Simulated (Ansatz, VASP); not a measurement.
Two plane-wave programs on MgO

Contents of POSCAR:

```
MgO
1.0
    0.0000000000      2.2820056624      2.2820056624
    2.2820056624      0.0000000000      2.2820056624
    2.2820056624      2.2820056624      0.0000000000
Mg O
1 1
Direct
    0.0000000000      0.0000000000      0.0000000000
    0.2500000000      0.2500000000      0.2500000000
```

INCAR.step1

```
  PREC = Accurate
  ENCUT = 520
  EDIFF = 1E-5
  ISMEAR = 0
  SIGMA = 0.01
  LREAL = F
  LASPH = T
  NELM = 60
  ALGO = Normal
  ISIF = 2
  LWAVE = T
  LCHARG = F
  NBANDS = 11
  GGA = PE
```

The input INCAR.step2:

```
  PREC = Accurate
  ENCUT = 520
  EDIFF = 1E-6
  ISMEAR = 0
  SIGMA = 0.01
  LREAL = F
  LASPH = T
  NELM = 60
  ALGO = Normal
  ISIF = 2
  LWAVE = F
  LCHARG = F
  GGA = PE
  LHFCALC = T
  AEXX = 0.75
  HFSCREEN = 0.1
  PRECFOCK = Normal
  NBANDS = 11
  ISTART = 1
```

The input KPOINTS:

```
regular mesh
0
Gamma
  4 4 4
```

Input for Ansatz:

```yaml
crystal:
  lattice:
    - [0.0, 2.2820056624, 2.2820056624]
    - [2.2820056624, 0.0, 2.2820056624]
    - [2.2820056624, 2.2820056624, 0.0]
  atoms:
    - { symbol: Mg, position: [0.0, 0.0, 0.0] }
    - { symbol: O, position: [0.25, 0.25, 0.25] }
kpoints:
  mp_grid: { grid: [4, 4, 4] }
hamiltonian:
  xc: { exchange: pbe, correlation: pbe, exx: { coeff: 0.75, omega: 0.1 } }
scf:
  occupations: { method: fixed }
  n_extra_bands: 4
output:
  forces: true
  stress: true
  eigenvalues: true
```

Alike in both runs: task single point; functional PBE-based screened hybrid; k mesh 4 × 4 × 4; no spin polarisation.

|  | VASP | Ansatz |
| --- | --- | --- |
| version | VASP 6.6.1 | Ansatz 0.2.0 |
| potentials or method | VASP PAW PBE potentials, release 64 (Mg, O) | plane waves |
| plane-wave cutoff (eV) | 520 | 420 |
| occupations | gaussian, width 0.01 eV | fixed |
| valence electrons in the cell | 8 | 16 |

```csv
,VASP,Ansatz,Ansatz less VASP
gap on the k mesh at the Fermi level (eV),9.86,9.86,-0.004
pressure (GPa),-7.3,-7.2,+0.06
```

The two sets of potentials don't hold the same shells in valence. Ansatz warned: «stress_exchange_threshold_loose».

Caveats: the k mesh is coarse (spacing up to 0.60 Å⁻¹), so the values aren't converged; the PAW data sets were made with another functional, which shifts forces and pressure a little (VASP).
